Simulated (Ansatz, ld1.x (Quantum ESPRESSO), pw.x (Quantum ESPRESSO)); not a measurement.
pw.x on diamond Ca: one setting changed

Potential: norm-conserving Troullier–Martins (Kleinman–Bylander form), ld1.x (Quantum ESPRESSO) 7.5, PBEsol; core [Ar], reference 3d0 4s0.5 4p0; waves: 4p (bound, empty): rc 3.85 bohr; 3d (bound, empty): rc 4.20 bohr; 4s (bound): rc 2.70 bohr; local part: the s channel; core correction: Bessel-smoothed model core, default radius (core density twice the valence density).

The reference run (k-mesh 8³, cutoffs 50/200 Ry, Fermi–Dirac 0.01 Ry, mixing_beta 0.4, conv_thr 1e-9, no spin) gives -0.03 GPa at 74.549 Å³/atom, where all-electron LAPW gives -0.01 GPa. This run, with its own iteration cap, changes smearing to gauss.

```
&control
  calculation='scf', prefix='x', pseudo_dir='./', outdir='./tmp', tstress=.true., disk_io='none'
/
&system
  ibrav=0, nat=2, ntyp=1, ecutwfc=50, ecutrho=200, nbnd=9,
  occupations='smearing', smearing='gauss', degauss=0.01
/
&electrons
  conv_thr=1e-09, mixing_beta=0.4, electron_maxstep=60
/
ATOMIC_SPECIES
Ca 1.0 Ca.UPF
CELL_PARAMETERS angstrom
  0.00000000 4.20869326 4.20869326
  4.20869326 0.00000000 4.20869326
  4.20869326 4.20869326 0.00000000
ATOMIC_POSITIONS crystal
Ca 0.0000 0.0000 0.0000
Ca 0.2500 0.2500 0.2500
K_POINTS automatic
8 8 8 0 0 0
```

```bash
pw.x < Ca.scf.in > Ca.scf.out
```

Q: How does the run end?

A: It converges in 15 iterations; the free energy moves by +44.5 meV/atom and the pressure by +0.03 GPa. Gaussian smearing of the same width is narrower in effect than Fermi–Dirac, so its quadratic term in F is smaller.

```
Message from routine setup:
     using ibrav=0 with symmetry is DISCOURAGED, use correct ibrav instead
     lattice parameter (alat)  =      11.2476  a.u.
     unit-cell volume          =    1006.1632 (a.u.)^3
     number of electrons       =         4.00
     number of Kohn-Sham states=            9
     kinetic-energy cutoff     =      50.0000  Ry
     charge density cutoff     =     200.0000  Ry
     scf convergence threshold =      1.0E-09
     Exchange-correlation= PBESOL
     number of k points=    29  Gaussian smearing, width (Ry)=  0.0100
     iteration #  1     ecut=    50.00 Ry     beta= 0.40
     total energy              =      -8.07652172 Ry
     estimated scf accuracy    <       0.03122046 Ry
     iteration #  2     ecut=    50.00 Ry     beta= 0.40
     total energy              =      -8.07634036 Ry
     estimated scf accuracy    <       0.01162230 Ry
     iteration #  3     ecut=    50.00 Ry     beta= 0.40
     total energy              =      -8.07743630 Ry
     estimated scf accuracy    <       0.00092139 Ry
     [... 9 iterations left out ...]
     iteration # 13     ecut=    50.00 Ry     beta= 0.40
     total energy              =      -8.07793361 Ry
     estimated scf accuracy    <          3.6E-09 Ry
     iteration # 14     ecut=    50.00 Ry     beta= 0.40
     total energy              =      -8.07793361 Ry
     estimated scf accuracy    <          3.3E-09 Ry
     iteration # 15     ecut=    50.00 Ry     beta= 0.40
     the Fermi energy is     0.0928 ev
!    total energy              =      -8.07793361 Ry
     estimated scf accuracy    <          4.8E-11 Ry
     smearing contrib. (-TS)   =      -0.00237075 Ry
     The total energy is F=E-TS. E is the sum of the following terms:
     one-electron contribution =       1.37294140 Ry
     hartree contribution      =       0.08022586 Ry
     xc contribution           =      -6.81950840 Ry
     ewald contribution        =      -2.70922172 Ry
     convergence has been achieved in  15 iterations
          total   stress  (Ry/bohr**3)                   (kbar)     P=       -0.01
     Message from routine punch:
     Nothing written, as per user request (disk_io='none')
```

The run took about 51 s on one core of a shared host (Neoverse-V1, 32 threads, 247 GiB, load 17).
